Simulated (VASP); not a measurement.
# ZnS (P6_3mc) in VASP: further runs

ZnS is run at these levels: PBE; tasks: single point.

Everything below comes from runs of VASP 6.6.1. Logs are shortened: lines on timing, memory, paths and dates and some standing lists are left out, and cuts for length are marked.

**Measured values to compare with.**

From a printed reference work, monograph, for a bulk crystal of ZnS at 4 K: band gap 3.911 eV (direct).

The results are compared with them further down.

### 1 The cell of the first run

It takes space group P6_3mc (No. 186, hexagonal). Conventional cell: a = 3.847 Å, b = 3.847 Å, c = 12.590 Å, α = 90.00°, β = 90.00°, γ = 120.00°. Within 3.1 Å of Zn (site symmetry 3m) lie 4 S at 2.36 Å. Zn (site symmetry 3m) has 4 S at 2.36 Å within 3.1 Å. Within 3.1 Å of S (site symmetry 3m) lie 4 Zn at 2.36 Å. Within 3.1 Å of S (site symmetry 3m) lie 4 Zn at 2.36 Å.

### 2 Single point, PBE

The input, INCAR:

```
SYSTEM = ZnS
ALGO     = Normal         ! electronic algorithm
EDIFF    = 1E-7           ! SCF threshold, eV
ENCUT    = 520            ! plane-wave cutoff, eV
GGA      = PE             ! functional
ISIF     = 2              ! what is computed and relaxed
ISMEAR   = 0              ! smearing method
LASPH    = .True.         ! aspherical terms in the spheres
LCHARG   = .True.         ! write CHGCAR
LELF     = .True.         ! ELF
LREAL    = .False.        ! projectors in reciprocal space
LVHAR    = .True.       
LWAVE    = .False.        ! write WAVECAR
NBANDS   = 46             ! bands
NELM     = 60             ! most SCF steps
PREC     = Accurate       ! precision mode
SIGMA    = 0.05           ! smearing width, eV
```

The input, KPOINTS:

```
k-points
0
Gamma
  9 9 4
  0 0 0
```

The input, POSCAR:

```
ZnS
1.0
    3.8465705991      0.0000000000      0.0000000000
   -1.9232852995      3.3312278562      0.0000000000
    0.0000000000      0.0000000000     12.5895364177
Zn S
4 4
Direct
    0.0000000000      0.0000000000      0.0000492057
    0.0000000000      0.0000000000      0.5000492057
    0.3333333333      0.6666666667      0.2500242903
    0.6666666667      0.3333333333      0.7500242903
    0.0000000000      0.0000000000      0.1872905901
    0.0000000000      0.0000000000      0.6872905901
    0.3333333333      0.6666666667      0.4376359138
    0.6666666667      0.3333333333      0.9376359138
```

Potentials or basis: VASP PAW PBE potentials, release 64 (Zn, S).

Launch:

```
> cat potpaw_PBE.64/Zn/POTCAR potpaw_PBE.64/S/POTCAR > POTCAR
> mpirun -np 1 vasp_std > vasp.out
```

OUTCAR:

```text
SYSTEM = ZnS
   EDIFF = 1E-7
   ENCUT = 520
   GGA = PE
   ISIF = 2
   ISMEAR = 0
   LASPH = .True.
   LREAL = .False.
   NELM = 60
   PREC = Accurate

 ion  position               nearest neighbor table
   1  0.000  0.000  0.000-   8 2.36   8 2.36   8 2.36   5 2.36
   2  0.000  0.000  0.500-   7 2.36   7 2.36   7 2.36   6 2.36
   3  0.333  0.667  0.250-   5 2.36   5 2.36   5 2.36   7 2.36
   4  0.667  0.333  0.750-   6 2.36   6 2.36   6 2.36   8 2.36
   5  0.000  0.000  0.187-   3 2.36   3 2.36   3 2.36   1 2.36
   6  0.000  0.000  0.687-   4 2.36   4 2.36   4 2.36   2 2.36
   7  0.333  0.667  0.438-   2 2.36   2 2.36   2 2.36   3 2.36
   8  0.667  0.333  0.938-   1 2.36   1 2.36   1 2.36   4 2.36

  LATTYP: Found a hexagonal cell.
 ALAT       =     3.8465705991
 C/A-ratio  =     3.2729248283

  Lattice vectors:

 A1 = (   3.8465705991,   0.0000000000,   0.0000000000)
 A2 = (  -1.9232852995,   3.3312278562,   0.0000000000)
 A3 = (   0.0000000000,   0.0000000000,  12.5895364177)

Analysis of symmetry for initial positions (statically):
=====================================================================
 Subroutine PRICEL returns:
 Original cell was already a primitive cell.

 Routine SETGRP: Setting up the symmetry group for a
 hexagonal supercell.

 Subroutine GETGRP returns: Found 12 space group operations
 (whereof  6 operations were pure point group operations)
 out of a pool of 24 trial point group operations.

The static configuration has the point symmetry C_3v.
 The point group associated with its full space group is C_6v.

Analysis of symmetry for dynamics (positions and initial velocities):
=====================================================================
 Subroutine PRICEL returns:
 Original cell was already a primitive cell.

 Routine SETGRP: Setting up the symmetry group for a
 hexagonal supercell.

 Subroutine GETGRP returns: Found 12 space group operations
 (whereof  6 operations were pure point group operations)
 out of a pool of 24 trial point group operations.

The dynamic configuration has the point symmetry C_3v.
 The point group associated with its full space group is C_6v.

 Subroutine INISYM returns: Found 12 space group operations
 (whereof  6 operations are pure point group operations),
 and found     1 'primitive' translations

----------------------------------------------------------------------------------------

                                     Primitive cell

  volume of cell :     161.3198

  direct lattice vectors                    reciprocal lattice vectors
     3.846570599  0.000000000  0.000000000     0.259971831  0.150094806  0.000000000
    -1.923285300  3.331227856  0.000000000     0.000000000  0.300189613  0.000000000
     0.000000000  0.000000000 12.589536418     0.000000000  0.000000000  0.079431042

  length of vectors
     3.846570599  3.846570599 12.589536418     0.300189613  0.300189613  0.079431042

  position of ions in fractional coordinates (direct lattice)
     0.000000000  0.000000000  0.000049206
     0.000000000  0.000000000  0.500049206
     0.333333333  0.666666667  0.250024290
     0.666666667  0.333333333  0.750024290
     0.000000000  0.000000000  0.187290590
     0.000000000  0.000000000  0.687290590
     0.333333333  0.666666667  0.437635914
     0.666666667  0.333333333  0.937635914

  ion indices of the primitive-cell ions
   primitive index   ion index
                 1           1
                 2           2
                 3           3
                 4           4
                 5           5
                 6           6
                 7           7
                 8           8

----------------------------------------------------------------------------------------

 KPOINTS: k-points

Automatic generation of k-mesh.
 Grid dimensions read from file:
 generate k-points for:    9    9    4

 Generating k-lattice:

  Cartesian coordinates                     Fractional coordinates (reciprocal lattice)
     0.028885759  0.016677201  0.000000000     0.111111111  0.000000000  0.000000000
     0.000000000  0.033354401  0.000000000     0.000000000  0.111111111  0.000000000
     0.000000000  0.000000000  0.019857761     0.000000000  0.000000000  0.250000000

  Length of vectors
     0.033354401  0.033354401  0.019857761

  Shift w.r.t. Gamma in fractional coordinates (k-lattice)
     0.000000000  0.000000000  0.000000000

 Subroutine IBZKPT returns following result:
 ===========================================

 Found     36 irreducible k-points:

 Following reciprocal coordinates:
            Coordinates               Weight
  0.000000  0.000000  0.000000      1.000000
  0.111111  0.000000  0.000000      6.000000
  0.222222  0.000000  0.000000      6.000000
  0.333333  0.000000  0.000000      6.000000
  0.444444  0.000000  0.000000      6.000000
  0.111111  0.111111  0.000000      6.000000
[... 16 lines left out ...]
  0.333333  0.222222  0.250000     24.000000
[... 31 lines left out ...]
   NELECT =      72.0000    total number of electrons
   NUPDOWN=      -1.0000    fix difference up-down
   EMIN   =  10.00;   EMAX   =-10.00  energy-range for DOS
   EFERMI =   0.00;   METHOD = LEGACY
   ISMEAR =     0;   SIGMA  =   0.05  broadening in eV -4-tet -1-fermi 0-gaus
   EFERMI_NEDOS =   21; number of points for ismear=-14 and -15
   IALGO  =     38    algorithm
   IMIX   =      4    mixing-type and parameters
     AMIX     =   0.40;   BMIX     =  1.00
     AMIX_MAG =   1.60;   BMIX_MAG =  1.00
  volume/ion in A,a.u.               =      20.16       136.08
  Fermi-wavevector in a.u.,A,eV,Ry     =   1.251093  2.364224 21.296311  1.565235
  Thomas-Fermi vector in A             =   2.385057
   LORBIT       =      0    0 simple, 1 ext, 2 COOP (PROOUT), +10 PAW based schemes
   GGA     = PE    functional components
   LHFCALC =     F    Hartree Fock is set to
   AEXX    =    0.0000 exact exchange contribution
   IVDW    =     0    specifies the selected vdW correction
   LEPSILON=     F    determine dielectric tensor
   LRPA    =     F    only Hartree local field effects (RPA)
 non-spin polarized calculation
 Gauss-broadening in eV      SIGMA  =   0.05
  energy-cutoff  :      520.00
  volume of cell :      161.32
 maximum number of plane-waves:      4389
 NGX is ok and might be reduce to    30
   NGX = 15   NGY = 15   NGZ = 47

 number of electron      72.0000044 magnetization

 Free energy of the ion-electron system (eV)
  ---------------------------------------------------
  ext. energy  EPLUGINS =         0.00000000
  ---------------------------------------------------
  free energy    TOTEN  =       -27.39955025 eV

  energy without entropy =      -27.39955025  energy(sigma->0) =      -27.39955025

 E-fermi :   2.1383     XC(G=0):  -9.5241

 val. band max:        1.9131134304   @ k =   0.0000   0.0000   0.0000
 cond. band min:       3.9660690823   @ k =   0.0000   0.0000   0.0000
 fundamental gap:      2.0529556519
 Fermi energy:         2.1382916905

 k-point     1 :       0.0000    0.0000    0.0000
  band No.  band energies     occupation
      1     -11.0888      2.00000
      2     -10.6868      2.00000
      3     -10.6778      2.00000
      4     -10.2000      2.00000
      5      -4.3428      2.00000
      6      -4.3378      2.00000
[... 38 lines left out ...]
     45       8.5833      0.00000
     46       8.6919      0.00000

 k-point     2 :       0.1111    0.0000    0.0000
  band No.  band energies     occupation
      1     -11.0091      2.00000
      2     -10.6211      2.00000
      3     -10.6120      2.00000
      4     -10.1559      2.00000
      5      -4.3438      2.00000
      6      -4.3292      2.00000
[... 38 lines left out ...]
     45       8.5622      0.00000
     46       8.8916      0.00000

 k-point     3 :       0.2222    0.0000    0.0000
  band No.  band energies     occupation
      1     -10.7899      2.00000
      2     -10.4465      2.00000
      3     -10.4371      2.00000
      4     -10.0472      2.00000
      5      -4.3556      2.00000
      6      -4.3311      2.00000
[... 1018 lines left out ...]
     45       9.0745      0.00000
     46       9.3529      0.00000

 k-point    24 :       0.3333    0.3333    0.2500
  band No.  band energies     occupation
      1      -9.9862      2.00000
      2      -9.9760      2.00000
      3      -9.9681      2.00000
      4      -9.9681      2.00000
      5      -4.2638      2.00000
      6      -4.2638      2.00000
[... 38 lines left out ...]
     45       9.2286      0.00000
     46       9.6281      0.00000

 [... further k-points ...]

------------------------ aborting loop because EDIFF is reached ----------------------------------------

  FORCE on cell =-STRESS in cart. coord.  units (eV):
  Direction    XX          YY          ZZ          XY          YZ          ZX
  --------------------------------------------------------------------------------------
  -------------------------------------------------------------------------------------
  Total        0.1857979      0.1857979      0.1749399      0.0000000     -0.0000000     -0.0000000
  in kB        1.8452859      1.8452859      1.7374477      0.0000000     -0.0000000     -0.0000000
  external PRESSURE =       1.8093398 kB  Pullay stress =       0.0000000 kB

 VOLUME and BASIS-vectors are now :
 -----------------------------------------------------------------------------
  energy-cutoff  :      520.00
  volume of cell :      161.32
      direct lattice vectors                 reciprocal lattice vectors
     3.846570599  0.000000000  0.000000000     0.259971831  0.150094806  0.000000000
    -1.923285300  3.331227856  0.000000000     0.000000000  0.300189613  0.000000000
     0.000000000  0.000000000 12.589536418     0.000000000  0.000000000  0.079431042

 POSITION                                       TOTAL-FORCE (eV/Angst)
 -----------------------------------------------------------------------------------
      0.00000      0.00000      0.00062        -0.000000     -0.000000      0.004227
      0.00000      0.00000      6.29539         0.000000      0.000000      0.004227
     -0.00000      2.22082      3.14769         0.000000      0.000000      0.002787
      1.92329      1.11041      9.44246         0.000000     -0.000000      0.002787
      0.00000      0.00000      2.35790        -0.000000      0.000000     -0.004123
      0.00000      0.00000      8.65267         0.000000      0.000000     -0.004123
     -0.00000      2.22082      5.50963         0.000000      0.000000     -0.002891
      1.92329      1.11041     11.80440        -0.000000     -0.000000     -0.002891
 -----------------------------------------------------------------------------------
    total drift:                               -0.000000     -0.000000      0.000314

  FREE ENERGIE OF THE ION-ELECTRON SYSTEM (eV)
  ---------------------------------------------------
  free  energy   TOTEN  =       -27.3995502529 eV

  energy  without entropy=      -27.3995502529  energy(sigma->0) =      -27.39955025
```

Run time: 6.4 min. Hardware: 1 thread of Intel Xeon Platinum 8488C (Sapphire Rapids), shared host; peak memory 0.39 GiB.

Results:

- Free energy: -27.3996 eV
- Pressure: 0.2 GPa
- Largest force: 0.004 eV/Å
- Band gap on the k mesh: 2.05 eV

Forces on the atoms (eV/Å):
```
Zn   0.000  0.000  0.004
Zn   0.000  0.000  0.004
Zn   0.000  0.000  0.003
Zn   0.000  0.000  0.003
S    0.000  0.000 -0.004
S    0.000  0.000 -0.004
S    0.000  0.000 -0.003
S    0.000  0.000 -0.003
```

### 3 Single point, PBE (20.70 Å³/atom)

This run uses another cell than the first one, of 20.70 Å³/atom.

The input, INCAR:

```
SYSTEM = ZnS
PREC = Accurate ; ENCUT = 520
EDIFF = 1E-6 ; ISMEAR = 0
SIGMA = 0.05 ; LREAL = .False.
LASPH = .True. ; NELM = 60
ALGO = Normal ; ISIF = 2
LWAVE = .False. ; LCHARG = .False.
GGA = PE ; NBANDS = 46
```

The input, KPOINTS:

```
Automatic mesh
0
Gamma
  9 9 4
  0 0 0
```

Changes to POSCAR since step 2:

```diff
@@ -2,5 +2,5 @@
 1.0
-    3.8465705991      0.0000000000      0.0000000000
-   -1.9232852995      3.3312278562      0.0000000000
-    0.0000000000      0.0000000000     12.5895364177
+    4.1231411152      0.0000000000      0.0000000000
+   -2.0615705576      3.5707449491      0.0000000000
+    0.0000000000      0.0000000000     11.2495782186
 Zn S
```

Potentials or basis: VASP PAW PBE potentials, release 64 (Zn, S).

Launch:

```
> cat potpaw_PBE.64/Zn/POTCAR potpaw_PBE.64/S/POTCAR > POTCAR
> mpirun -np 1 vasp_std > vasp.out
```

It took 5.7 min on 1 thread of Intel Xeon Platinum 8488C (Sapphire Rapids), shared host; peak memory 0.39 GiB.

It converged, with:

* Free energy: -25.7886 eV
* Pressure: 2.7 GPa
* Largest force: 2.007 eV/Å
* Band gap on the k mesh: 1.76 eV

Forces on the atoms (eV/Å):
```
Zn   0.000  0.000 -2.007
Zn   0.000  0.000 -2.007
Zn   0.000  0.000 -1.946
Zn   0.000  0.000 -1.946
S    0.000  0.000  1.951
S    0.000  0.000  1.951
S    0.000  0.000  2.002
S    0.000  0.000  2.002
```

Stress tensor (GPa, compression positive):
```
-6.57  0.00  0.00
 0.00 -6.57  0.00
 0.00  0.00 21.13
```

Levels at points of the mesh, in eV from the valence-band top:
| k point | band 33 | band 34 | band 35 | band 36 | band 37 | band 38 | band 39 | band 40 |
| --- | --- | --- | --- | --- | --- | --- | --- | --- |
| (0.00, 0.00, 0.00) | -0.85 | -0.13 | -0.13 | 0.00 | 1.76 | 2.07 | 2.66 | 3.20 |
| (0.00, 0.00, 0.50) | -0.36 | -0.36 | -0.36 | -0.36 | 2.30 | 2.30 | 2.64 | 2.64 |

Caveat: the stress differs along the axes, from -7 to 21 GPa; forces of over 1 eV/Å act on the atoms, so gaps and moduli don't describe the material at rest. As with any semilocal functional, this PBE gap is likely too small.

### 4 Single point, PBE (20.70 Å³/atom)

This run uses another cell than the first one, of 20.70 Å³/atom.

The input, INCAR:

```
ALGO = Normal
EDIFF = 1E-6
ENCUT = 520
GGA = PE
ISIF = 2
ISMEAR = 0
LASPH = True
LCHARG = False
LREAL = False
LWAVE = False
NBANDS = 46
NELM = 60
PREC = Accurate
SIGMA = 0.05
```

The input, KPOINTS:

```
k-points
0
Gamma
  9 9 4
```

Changes to POSCAR since step 3:

```diff
@@ -2,5 +2,5 @@
 1.0
-    4.1231411152      0.0000000000      0.0000000000
-   -2.0615705576      3.5707449491      0.0000000000
-    0.0000000000      0.0000000000     11.2495782186
+    3.6520782389      0.0000000000      0.0000000000
+   -1.8260391194      3.1627925315      0.0000000000
+    0.0000000000      0.0000000000     14.3387895815
 Zn S
```

Launch:

```
> cat potpaw_PBE.64/Zn/POTCAR potpaw_PBE.64/S/POTCAR > POTCAR
> mpirun -np 1 vasp_std > vasp.out
```

Wall time 5.5 min (1 thread of Intel Xeon Platinum 8488C (Sapphire Rapids), shared host); peak memory 0.4 GiB.

Results (log left out):

| Property | Result |
| --- | --- |
| Free energy | -26.2355 eV |
| Pressure | 1.5 GPa |
| Largest force | 0.283 eV/Å |
| Band gap on the k mesh | 1.22 eV |

Forces in eV/Å, atoms in the order of the input:
```
Zn   0.000  0.000  0.283
Zn   0.000  0.000  0.283
Zn   0.000  0.000  0.262
Zn   0.000  0.000  0.262
S    0.000  0.000 -0.262
S    0.000  0.000 -0.262
S    0.000  0.000 -0.282
S    0.000  0.000 -0.282
```

Stress tensor (GPa, compression positive):
```
 7.14  0.00  0.00
 0.00  7.14  0.00
 0.00  0.00 -9.74
```

Levels at points of the mesh, in eV from the valence-band top:
| k point | band 32 | band 33 | band 34 | band 35 | band 36 | band 37 | band 38 | band 39 | band 40 | band 41 |
| --- | --- | --- | --- | --- | --- | --- | --- | --- | --- | --- |
| (0.00, 0.00, 0.00) | -0.22 | -0.21 | -0.21 | 0.00 | 0.00 | 1.22 | 3.56 | 3.62 | 4.00 | 5.43 |
| (0.00, 0.00, 0.50) | -0.36 | -0.06 | -0.06 | -0.06 | -0.06 | 2.28 | 2.28 | 3.98 | 3.98 | 5.39 |

Caveat: the stress differs along the axes, from -10 to 7 GPa. PBE gaps usually lie below the measured ones, often by a third to a half.

### 5 Single point, PBE (19.63 Å³/atom)

This run uses another cell than the first one, of 19.63 Å³/atom.

The input, INCAR:

```
SYSTEM = ZnS
PREC = Accurate ; ENCUT = 520
EDIFF = 1E-7 ; ISMEAR = 0
SIGMA = 0.05 ; LREAL = .False.
LASPH = .True. ; NELM = 100
ALGO = Normal ; ISIF = 2
LWAVE = .False. ; LCHARG = .False.
GGA = PE ; NBANDS = 46
```

The input, KPOINTS:

```
Automatic mesh
0
Gamma
  9 9 4
  0 0 0
```

Changes to POSCAR since step 4:

```diff
@@ -2,5 +2,5 @@
 1.0
-    3.6520782389      0.0000000000      0.0000000000
-   -1.8260391194      3.1627925315      0.0000000000
-    0.0000000000      0.0000000000     14.3387895815
+    3.5876793400      0.0000000000      0.0000000000
+   -1.7938396700      3.1070214491      0.0000000000
+    0.0000000000      0.0000000000     14.0859466246
 Zn S
```

Launch:

```
> cat potpaw_PBE.64/Zn/POTCAR potpaw_PBE.64/S/POTCAR > POTCAR
> mpirun -np 1 vasp_std > vasp.out
```

It took 4.6 min on 1 thread of Intel Xeon Platinum 8488C (Sapphire Rapids), shared host; peak memory 0.37 GiB.

It converged, with:

```
Free energy            : -26.0437 eV
Pressure               : 5.7 GPa
Largest force          : 0.600 eV/Å
Band gap on the k mesh : 1.29 eV
```

Forces in eV/Å, atoms in the order of the input:
```
Zn   0.000  0.000  0.600
Zn   0.000  0.000  0.600
Zn   0.000  0.000  0.577
Zn   0.000  0.000  0.577
S    0.000  0.000 -0.577
S    0.000  0.000 -0.577
S    0.000  0.000 -0.600
S    0.000  0.000 -0.600
```

Stress tensor (GPa, compression positive):
```
12.59  0.00  0.00
 0.00 12.59  0.00
 0.00  0.00 -7.98
```

Levels at points of the mesh, in eV from the valence-band top:
```tsv
k point	band 34	band 35	band 36	band 37	band 38	band 39
(0.00, 0.00, 0.00)	-0.24	0.00	0.00	1.29	3.79	3.86
(0.00, 0.00, 0.50)	-0.07	-0.07	-0.07	2.42	2.42	4.16
```

Caveat: the stress differs along the axes, from -8 to 13 GPa.

### 6 Overview

```tsv
cell	gap on the mesh (eV)	pressure (GPa)	largest force (eV/Å)
a = 3.847, b = 3.847, c = 12.590 Å, angles 90.0, 90.0, 120.0°, 8 atoms	2.05	0.2	-
a = 4.123, b = 4.123, c = 11.250 Å, angles 90.0, 90.0, 120.0°, 8 atoms	1.76	2.7	2.01
a = 3.652, b = 3.652, c = 14.339 Å, angles 90.0, 90.0, 120.0°, 8 atoms	1.22	1.5	0.28
a = 3.588, b = 3.588, c = 14.086 Å, angles 90.0, 90.0, 120.0°, 8 atoms	1.29	5.7	0.60
```

Alike in all rows: task single point; level PBE; potentials or basis VASP PAW PBE potentials, release 64 (Zn, S); no spin polarisation; k mesh 9 × 9 × 4; cutoff (eV) 520; smearing gaussian 0.05 eV.

Caveats: the stress differs along the axes, from -7 to 21 GPa (at least some runs); forces of over 1 eV/Å act on the atoms, so gaps and moduli don't describe the material at rest (at least some runs); the stress differs along the axes, from -10 to 7 GPa (at least some runs); the stress differs along the axes, from -8 to 13 GPa (at least some runs).

Total energies depend on the potentials used, so only differences within one code and one set of settings carry meaning.

### 7 Comparison with measurements

Step 2. Against the measured gap of ZnS, 3.911 eV (direct; 4 K; a printed reference work, monograph), the calculated 2.05 eV is off by -1.86 eV. The value is that of PBE on a finite k mesh, which can miss the band edges, without temperature or zero-point motion. Semilocal functionals fall short of measured gaps as a rule.
